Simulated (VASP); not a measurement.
# CdO (Monteponite) (Fm-3m) in VASP: further runs

One crystal, CdO (Monteponite), is run at these levels: PBEsol+D3(BJ), PBE, PBEsol0; tasks: relaxation of cell and atoms, single point.

Everything below comes from runs of VASP 6.6.1. Logs are shortened: lines on timing, memory, paths and dates and some standing lists are left out, and cuts for length are marked.

## (1) The crystal as given

Symmetry: Fm-3m, No. 225, cubic system. The conventional cell has a = 4.699 Å, b = 4.699 Å, c = 4.699 Å, α = 90.00°, β = 90.00°, γ = 90.00°. Around Cd (site symmetry m-3m) lie 6 O at 2.35 Å. Around O (site symmetry m-3m) lie 6 Cd at 2.35 Å.

## (2) Relaxation of cell and atoms, PBEsol+D3(BJ)

INCAR

```
SYSTEM = CdO
PREC = Accurate ; ENCUT = 600
EDIFF = 1E-6 ; ISMEAR = -1
SIGMA = 0.05 ; LREAL = .FALSE.
LASPH = .TRUE. ; NELM = 100
ALGO = Normal ; ISIF = 3
LWAVE = .FALSE. ; LCHARG = .FALSE.
GGA = PS ; IVDW = 12
IBRION = 2 ; NSW = 60
EDIFFG = -0.01
```

KPOINTS

```
Automatic mesh
0
G
  10 10 10
  0 0 0
```

POSCAR

```
CdO
1.0
    0.0000000000      2.3495000000      2.3495000000
    2.3495000000      0.0000000000      2.3495000000
    2.3495000000      2.3495000000      0.0000000000
Cd O
1 1
Direct
    0.0000000000      0.0000000000      0.0000000000
    0.5000000000      0.5000000000      0.5000000000
```

Potentials or basis: VASP PAW PBE potentials, release 64 (Cd, O).

Launch:

```bash
$ cat potpaw_PBE.64/Cd/POTCAR potpaw_PBE.64/O/POTCAR > POTCAR
$ mpirun -np 1 vasp_std > vasp.out
```

OUTCAR:

```text
SYSTEM = CdO
   PREC = Accurate
   ENCUT = 600
   EDIFF = 1E-6
   ISMEAR = -1
   LREAL = .FALSE.
   LASPH = .TRUE.
   NELM = 100
   ISIF = 3
   GGA = PS
   IVDW = 12
   IBRION = 2
   NSW = 60
   EDIFFG = -0.01
 IVDW          = 12

 ion  position               nearest neighbor table
   1  0.000  0.000  0.000-   2 2.35   2 2.35   2 2.35   2 2.35   2 2.35   2 2.35
   2  0.500  0.500  0.500-   1 2.35   1 2.35   1 2.35   1 2.35   1 2.35   1 2.35

  LATTYP: Found a face centered cubic cell.
 ALAT       =     4.6990000000

  Lattice vectors:

 A1 = (   0.0000000000,   2.3495000000,   2.3495000000)
 A2 = (   2.3495000000,   0.0000000000,   2.3495000000)
 A3 = (   2.3495000000,   2.3495000000,   0.0000000000)

Analysis of symmetry for initial positions (statically):
=====================================================================
 Subroutine PRICEL returns:
 Original cell was already a primitive cell.

 Routine SETGRP: Setting up the symmetry group for a
 face centered cubic supercell.

 Subroutine GETGRP returns: Found 48 space group operations
 (whereof 48 operations were pure point group operations)
 out of a pool of 48 trial point group operations.

The static configuration has the point symmetry O_h .

Analysis of symmetry for dynamics (positions and initial velocities):
=====================================================================
 Subroutine PRICEL returns:
 Original cell was already a primitive cell.

 Routine SETGRP: Setting up the symmetry group for a
 face centered cubic supercell.

 Subroutine GETGRP returns: Found 48 space group operations
 (whereof 48 operations were pure point group operations)
 out of a pool of 48 trial point group operations.

The dynamic configuration has the point symmetry O_h .

 Subroutine INISYM returns: Found 48 space group operations
 (whereof 48 operations are pure point group operations),
 and found     1 'primitive' translations

----------------------------------------------------------------------------------------

                                     Primitive cell

  volume of cell :      25.9392

  direct lattice vectors                    reciprocal lattice vectors
     0.000000000  2.349500000  2.349500000    -0.212811236  0.212811236  0.212811236
     2.349500000  0.000000000  2.349500000     0.212811236 -0.212811236  0.212811236
     2.349500000  2.349500000  0.000000000     0.212811236  0.212811236 -0.212811236

  length of vectors
     3.322694765  3.322694765  3.322694765     0.368599874  0.368599874  0.368599874

  position of ions in fractional coordinates (direct lattice)
     0.000000000  0.000000000  0.000000000
     0.500000000  0.500000000  0.500000000

  ion indices of the primitive-cell ions
   primitive index   ion index
                 1           1
                 2           2

----------------------------------------------------------------------------------------

 KPOINTS: Automatic mesh

Automatic generation of k-mesh.
 Grid dimensions read from file:
 generate k-points for:   10   10   10

 Generating k-lattice:

  Cartesian coordinates                     Fractional coordinates (reciprocal lattice)
    -0.021281124  0.021281124  0.021281124     0.100000000  0.000000000  0.000000000
     0.021281124 -0.021281124  0.021281124     0.000000000  0.100000000  0.000000000
     0.021281124  0.021281124 -0.021281124     0.000000000  0.000000000  0.100000000

  Length of vectors
     0.036859987  0.036859987  0.036859987

  Shift w.r.t. Gamma in fractional coordinates (k-lattice)
     0.000000000  0.000000000  0.000000000

 Subroutine IBZKPT returns following result:
 ===========================================

 Found     47 irreducible k-points:

 Following reciprocal coordinates:
            Coordinates               Weight
  0.000000  0.000000  0.000000      1.000000
  0.100000  0.000000  0.000000      8.000000
  0.200000  0.000000  0.000000      8.000000
  0.300000  0.000000  0.000000      8.000000
  0.400000  0.000000  0.000000      8.000000
  0.500000  0.000000  0.000000      4.000000
[... 16 lines left out ...]
  0.300000  0.300000  0.000000      6.000000
  0.400000  0.300000  0.000000     24.000000
 [... further k-points ...]
   k-points           NKPTS =     47   k-points in BZ     NKDIM =     47   number of bands    NBANDS=     13
   number of dos      NEDOS =    301   number of ions     NIONS =      2
   total plane-waves  NPLWV =  21952
   dimension x,y,z NGX =    28 NGY =   28 NGZ =   28
   dimension x,y,z NGXF=    56 NGYF=   56 NGZF=   56
   ions per type =               1   1
   NGX,Y,Z   is equivalent  to a cutoff of  14.01, 14.01, 14.01 a.u.
   NGXF,Y,Z  is equivalent  to a cutoff of  28.02, 28.02, 28.02 a.u.
 SYSTEM =  CdO
   PREC   = accura    normal or accurate (medium, high low for compatibility)
   ISTART =      0    job   : 0-new  1-cont  2-samecut
   ICHARG =      2    charge: 1-file 2-atom 10-const
   ISPIN  =      1    spin polarized calculation?
   LNONCOLLINEAR =      F non collinear calculations
   LSORBIT =      F    spin-orbit coupling
   LASPH  =      T    aspherical Exc in radial PAW
   ENCUT  =  600.0 eV  44.10 Ry    6.64 a.u.   6.64  6.64  6.64*2*pi/ulx,y,z
   NELM   =    100;   NELMIN=  2; NELMDL= -5     # of ELM steps
   EDIFF  = 0.1E-05   stopping-criterion for ELM
   LREAL  =      F    real-space projection
   EDIFFG = -.1E-01   stopping-criterion for IOM
   NSW    =     60    number of steps for IOM
   IBRION =      2    ionic relax: 0-MD 1-quasi-New 2-CG
   NFREE  =      1    steps in history (QN), initial steepest desc. (CG)
   ISIF   =      3    stress and relaxation
   ISYM   =      2    0-nonsym 1-usesym 2-fastsym
   POTIM  = 0.5000    time-step for ionic-motion
   TEBEG  =    0.0;   TEEND  =   0.0 temperature during run
   PSTRESS=    0.0 pullay stress
   NELECT =      18.0000    total number of electrons
   NUPDOWN=      -1.0000    fix difference up-down
   EMIN   =  10.00;   EMAX   =-10.00  energy-range for DOS
   EFERMI =   0.00;   METHOD = LEGACY
   ISMEAR =    -1;   SIGMA  =   0.05  broadening in eV -4-tet -1-fermi 0-gaus
   EFERMI_NEDOS =   21; number of points for ismear=-14 and -15
   IALGO  =     38    algorithm
   IMIX   =      4    mixing-type and parameters
     AMIX     =   0.40;   BMIX     =  1.00
     AMIX_MAG =   1.60;   BMIX_MAG =  1.00
  volume/ion in A,a.u.               =      12.97        87.52
  Fermi-wavevector in a.u.,A,eV,Ry     =   1.449373  2.738918 28.581522  2.100683
  Thomas-Fermi vector in A             =   2.567107
   LORBIT       =      0    0 simple, 1 ext, 2 COOP (PROOUT), +10 PAW based schemes
   GGA     = PS    functional components
   LHFCALC =     F    Hartree Fock is set to
   AEXX    =    0.0000 exact exchange contribution
   IVDW    =    12    specifies the selected vdW correction
   LEPSILON=     F    determine dielectric tensor
   LRPA    =     F    only Hartree local field effects (RPA)
 conjugate gradient relaxation of ions
 non-spin polarized calculation
  energy-cutoff  :      600.00
  volume of cell :       25.94
 maximum number of plane-waves:       893
   NGX = 13   NGY = 13   NGZ = 13

--------------------------------------- Ionic step        1  -------------------------------------------

 number of electron      18.0000002 magnetization

 Free energy of the ion-electron system (eV)
  ---------------------------------------------------
  ext. energy  EPLUGINS =         0.00000000
  ---------------------------------------------------
  free energy    TOTEN  =        -8.50606696 eV

  energy without entropy =       -8.50552502  energy(sigma->0) =       -8.50579599

------------------------ aborting loop because EDIFF is reached ----------------------------------------

 Edisp (eV)   -0.50608

 E8    (eV) :    -0.3175

  FORCE on cell =-STRESS in cart. coord.  units (eV):
  Direction    XX          YY          ZZ          XY          YZ          ZX
  --------------------------------------------------------------------------------------
  -------------------------------------------------------------------------------------
  Total      -0.44274    -0.44274    -0.44274     0.00000     0.00000     0.00000
  in kB     -27.34654   -27.34654   -27.34654     0.00000     0.00000     0.00000
  external pressure =      -27.35 kB  Pullay stress =        0.00 kB
[... 61 lines left out ...]
  energy  without entropy=       -9.0133316013  energy(sigma->0) =       -9.01359615

--------------------------------------- Ionic step        3  -------------------------------------------

 number of electron      18.0000003 magnetization

 Free energy of the ion-electron system (eV)
  ---------------------------------------------------
  ext. energy  EPLUGINS =         0.00000000
  ---------------------------------------------------
  free energy    TOTEN  =        -8.50034880 eV

  energy without entropy =       -8.49981453  energy(sigma->0) =       -8.50008166

 E-fermi :   2.2245     XC(G=0): -12.0675

 val. band max:        2.0626608010   @ k =   0.5000   0.0000   0.0000
 cond. band min:       2.6084355669   @ k =   0.1000   0.0000   0.0000
 fundamental gap:      0.5457747659
 Fermi energy:         2.2245168804

 k-point     1 :       0.0000    0.0000    0.0000
  band No.  band energies     occupation
      1     -15.4057      2.00000
      2      -4.6381      2.00000
      3      -4.6381      2.00000
      4      -4.6381      2.00000
      5      -4.3208      2.00000
      6      -4.3208      2.00000
      7       0.6267      2.00000
      8       0.6267      2.00000
      9       0.6267      2.00000
     10       1.5643      2.00000
     11      16.8527      0.00000
     12      19.0719      0.00000
     13      19.0719      0.00000
[... 353 lines left out ...]
 k-point    24 :       0.4000    0.3000    0.0000
  band No.  band energies     occupation
      1     -14.7592      2.00000
      2      -5.0305      2.00000
      3      -4.7837      2.00000
      4      -4.3425      2.00000
      5      -4.1475      2.00000
      6      -4.0078      2.00000
      7      -1.4894      2.00000
      8       0.1015      2.00000
      9       0.1668      2.00000
     10       6.5227      0.00000
     11      10.7950      0.00000
     12      12.8751      0.00000
     13      15.3479      0.00000

 [... further k-points ...]

------------------------ aborting loop because EDIFF is reached ----------------------------------------

 Edisp (eV)   -0.51589

 E8    (eV) :    -0.3237

  FORCE on cell =-STRESS in cart. coord.  units (eV):
  Direction    XX          YY          ZZ          XY          YZ          ZX
  --------------------------------------------------------------------------------------
  -------------------------------------------------------------------------------------
  Total      -0.00161    -0.00161    -0.00161    -0.00000     0.00000     0.00000
  in kB      -0.10138    -0.10138    -0.10138    -0.00000     0.00000     0.00000
  external pressure =       -0.10 kB  Pullay stress =        0.00 kB
[... 17 lines left out ...]
  FREE ENERGIE OF THE ION-ELECTRON SYSTEM (eV)
  ---------------------------------------------------
  free  energy   TOTEN  =        -9.0162417971 eV

  energy  without entropy=       -9.0157075252  energy(sigma->0) =       -9.01597466

 reached required accuracy - stopping structural energy minimisation
```

It took 20 s on 1 thread of Intel Xeon 6975P-C (Granite Rapids), shared host; peak memory 0.19 GiB.

What came out:

* Free energy: -9.0162 eV
* Relaxed volume: 12.73 Å³/atom
* Relaxed cell: a = 3.302 Å, b = 3.302 Å, c = 3.302 Å, α = 60.00°, β = 60.00°, γ = 60.00°
* Space group after relaxing (to 0.05 Å): Fm-3m (No. 225)
* Energy gained by relaxing: 2.0 meV/atom
* Ionic steps: 3
* Pressure after relaxing: 0.0 GPa
* Band gap on the k mesh: none (metal or under the smearing width)
* Dispersion energy per atom: -0.258 eV

The path:
| step | energy change (eV) | largest force (eV/Å) | pressure (GPa) | volume (Å³) |
| --- | --- | --- | --- | --- |
| 1 | 0.0000 | 0.0000 | -2.73 | 25.94 |
| 2 | -0.0017 | 0.0000 | 2.22 | 25.12 |
| 3 | -0.0041 | 0.0000 | -0.01 | 25.47 |

Final structure:
```
CELL_PARAMETERS angstrom
0.00000 2.33517 2.33517
2.33517 0.00000 2.33517
2.33517 2.33517 0.00000
ATOMIC_POSITIONS crystal
Cd 0.00000 0.00000 0.00000
O 0.50000 0.50000 0.50000
```

Levels at points of the mesh, in eV from the Fermi level:
| k point | band 5 | band 6 | band 7 | band 8 | band 9 | band 10 | band 11 | band 12 | band 13 |
| --- | --- | --- | --- | --- | --- | --- | --- | --- | --- |
| (0.00, 0.00, 0.00) | -6.55 | -6.55 | -1.60 | -1.60 | -1.60 | -0.66 | 14.63 | 16.85 | 16.85 |
| (0.50, 0.00, 0.00) | -6.27 | -6.27 | -4.04 | -0.16 | -0.16 | 4.13 | 7.21 | 11.73 | 11.73 |
| (0.50, 0.50, 0.00) | -6.12 | -5.78 | -4.72 | -2.61 | -2.61 | 3.68 | 8.35 | 10.96 | 13.22 |

Caveat: the PAW data sets were made with another functional, which shifts forces and pressure a little; pairwise dispersion overbinds metals, which lowers pressure and volume; this crystal is a semiconductor, whose small gap the functional closes, so the metal is an error of the method.

## (3) Single point, PBE

INCAR

```
ALGO = Normal
EDIFF = 1E-6
ENCUT = 520
GGA = PE
ISIF = 2
ISMEAR = 0
LASPH = T
LCHARG = F
LREAL = F
LWAVE = F
NELM = 80
PREC = Accurate
SIGMA = 0.015
```

KPOINTS

```
k-points
0
Gamma
  10 10 10
```

POSCAR is that of step 2.

Potentials or basis: VASP PAW PBE potentials, release 64 (Cd, O).

Launch:

```bash
$ cat potpaw_PBE.64/Cd/POTCAR potpaw_PBE.64/O/POTCAR > POTCAR
$ mpirun -np 1 vasp_std > vasp.out
```

It took 8.8 s on 1 thread of AMD EPYC 9R45 (Zen 5), shared host; peak memory 0.13 GiB.

It converged, with:

* Free energy: -7.6964 eV
* Pressure: 7.6 GPa
* Band gap on the k mesh: none (metal or under the smearing width)

Levels at points of the mesh, in eV from the Fermi level:
```
           k point  band 7  band 8  band 9  band 10  band 11  band 12
(0.00, 0.00, 0.00)   -1.34   -1.34   -1.34    -0.44    14.98    17.02
(0.50, 0.00, 0.00)   -3.82   -0.01   -0.01     4.44     7.31    11.95
(0.50, 0.50, 0.00)   -4.34   -2.32   -2.32     3.88     8.55    11.21
```

Caveat: this crystal is a semiconductor, whose small gap the functional closes, so the metal is an error of the method.

## (4) Relaxation of cell and atoms, PBEsol0

POSCAR is that of step 3.

INCAR.step1

```
SYSTEM = CdO
PREC     = Accurate       ! precision mode
ENCUT    = 600            ! plane-wave cutoff, eV
EDIFF    = 1E-5           ! SCF threshold, eV
ISMEAR   = -1             ! smearing method
SIGMA    = 0.05           ! smearing width, eV
LREAL    = .False.        ! projectors in reciprocal space
LASPH    = .True.         ! aspherical terms in the spheres
NELM     = 100            ! most SCF steps
ALGO     = Normal         ! electronic algorithm
LWAVE    = .True.         ! write WAVECAR
LCHARG   = .False.        ! write CHGCAR
GGA      = PE             ! functional
```

INCAR.step2

```
SYSTEM = CdO
PREC     = Accurate       ! precision mode
ENCUT    = 600            ! plane-wave cutoff, eV
EDIFF    = 1E-6           ! SCF threshold, eV
ISMEAR   = -1             ! smearing method
SIGMA    = 0.05           ! smearing width, eV
LREAL    = .False.        ! projectors in reciprocal space
LASPH    = .True.         ! aspherical terms in the spheres
NELM     = 100            ! most SCF steps
ALGO     = Normal         ! electronic algorithm
ISIF     = 3              ! what is computed and relaxed
LWAVE    = .False.        ! write WAVECAR
LCHARG   = .False.        ! write CHGCAR
GGA      = PS             ! functional
LHFCALC  = .True.         ! exact exchange
AEXX     = 0.25           ! exact-exchange fraction
PRECFOCK = Fast         
IBRION   = 2              ! ionic algorithm
NSW      = 40             ! ionic steps
EDIFFG   = -0.02          ! ionic threshold
ISTART   = 1
```

KPOINTS

```
Automatic mesh
0
Gamma
  5 5 5
  0 0 0
```

Launch:

```bash
$ cat potpaw_PBE.64/Cd/POTCAR potpaw_PBE.64/O/POTCAR > POTCAR
$ cp INCAR.step1 INCAR
$ mpirun -np 1 vasp_std > vasp.out
$ cp INCAR.step2 INCAR
$ mpirun -np 1 vasp_std > vasp.out
```

It took 8.6 min on 1 thread of AMD EPYC 9R45 (Zen 5), shared host; peak memory 0.14 GiB.

Results (log left out):

```
Free energy                            : -11.1870 eV
Relaxed volume                         : 12.71 Å³/atom
Relaxed cell                           : a = 3.300 Å, b = 3.300 Å, c = 3.300 Å, α = 60.00°, β = 60.00°, γ = 60.00°
Space group after relaxing (to 0.05 Å) : Fm-3m (No. 225)
Energy gained by relaxing              : 2.6 meV/atom
Ionic steps                            : 3
Pressure after relaxing                : 0.0 GPa
Band gap on the k mesh                 : 1.71 eV, indirect (least direct gap 3.03 eV)
```

The path:
| step | energy change (eV) | largest force (eV/Å) | pressure (GPa) | volume (Å³) |
| --- | --- | --- | --- | --- |
| 1 | 0.0000 | 0.0000 | -3.17 | 25.94 |
| 2 | -0.0014 | 0.0000 | 2.86 | 24.99 |
| 3 | -0.0052 | 0.0000 | -0.02 | 25.42 |

Final structure:
```xyz
2
Lattice="0.0000 2.3337 2.3337 2.3337 0.0000 2.3337 2.3337 2.3337 0.0000" Properties=species:S:1:pos:R:3 pbc="T T T"
Cd    0.0000    0.0000    0.0000
O     2.3337    2.3337    2.3337
```

Levels at points of the mesh, in eV from the valence-band top:
| k point | band 6 | band 7 | band 8 | band 9 | band 10 | band 11 | band 12 | band 13 |
| --- | --- | --- | --- | --- | --- | --- | --- | --- |
| (0.00, 0.00, 0.00) | -7.14 | -1.33 | -1.33 | -1.33 | 1.71 | 17.34 | 19.74 | 19.74 |

Caveat: the k mesh is coarse (spacing up to 0.46 Å⁻¹), so the values aren't converged, least of all with exact exchange; the PAW data sets were made with another functional, which shifts forces and pressure a little; an odd mesh through Γ misses points on the zone boundary, where band edges often lie.

## (5) The reference run

An earlier run on the cell as given: functional PBE; potentials or basis VASP PAW PBE potentials, release 64 (Cd, O); cutoff 520 eV; k mesh 10 × 10 × 10; occupations fermi-dirac, width 0.05 eV; no spin polarisation.

- Pressure: 7.6 GPa
- Band gap on the k mesh: none (metal or under the smearing width)

## (6) Summary

```csv
task,level,cell,k mesh,cutoff (eV),smearing,grid for exact exchange (PRECFOCK),exchange at q = 0,mesh quality,gap on the mesh (eV),pressure (GPa),relaxed volume (Å³/atom)
relaxation of cell and atoms,PBEsol+D3(BJ),relaxed,10 × 10 × 10,600,fermi-dirac 0.05 eV,-,-,not flagged,none,0.0,12.73
single point,PBE,as given,10 × 10 × 10,520,gaussian 0.015 eV,-,-,not flagged,none,7.6,-
relaxation of cell and atoms,PBEsol0,relaxed,5 × 5 × 5,600,fermi-dirac 0.05 eV,Fast,default,coarse,1.71,0.0,12.71
single point,PBE,as given,10 × 10 × 10,520,fermi-dirac 0.05 eV,-,-,not flagged,none,7.6,-
```

Alike in all rows: potentials or basis VASP PAW PBE potentials, release 64 (Cd, O); no spin polarisation.

Caveats: some runs use coarse meshes; this crystal is a semiconductor, whose small gap the functional closes, so the metal is an error of the method (some runs); the PAW data sets were made with another functional, which shifts forces and pressure a little (some runs); pairwise dispersion overbinds metals, which lowers pressure and volume (some runs); an odd mesh through Γ misses points on the zone boundary, where band edges often lie (some runs).

Absolute energies hang on the potentials; compare differences alone.
